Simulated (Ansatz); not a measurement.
# KI and the effect of the strain (εzz = s)

```
I K
1.0
     0.00000    3.53277    3.53277
     3.53277    0.00000    3.53277
     3.53277    3.53277    0.00000
I K
1 1
Direct
  0.50000 0.50000 0.50000
  0.00000 0.00000 0.00000
```

Kept alike: task relaxation of the atoms; functional PBE; k mesh 7 × 7 × 7; occupations fermi-dirac, width 0.05 eV; no spin polarisation. Program: Ansatz, Ansatz PAW, cutoff 420 eV. The mesh is that of the run's cell of 2 atoms. No spin-orbit coupling.

| run | free energy over the lowest row (meV/atom) |
| --- | --- |
| A | 3.72 |
| B | 0.46 |
| C | 1.67 |
| D | 0.00 |

The cell shown is the unstrained one; x, y and z are its Cartesian axes.

Q: The runs differ in the strain (εzz = s) alone: -0.01; 0; 0.01; 0.02. Which run is which?

A: Run A is -0.01; run B is 0.01; run C is 0; run D is 0.02. The free energy falls from 3.72 to 0.00 meV/atom between -0.01 and 0.02.
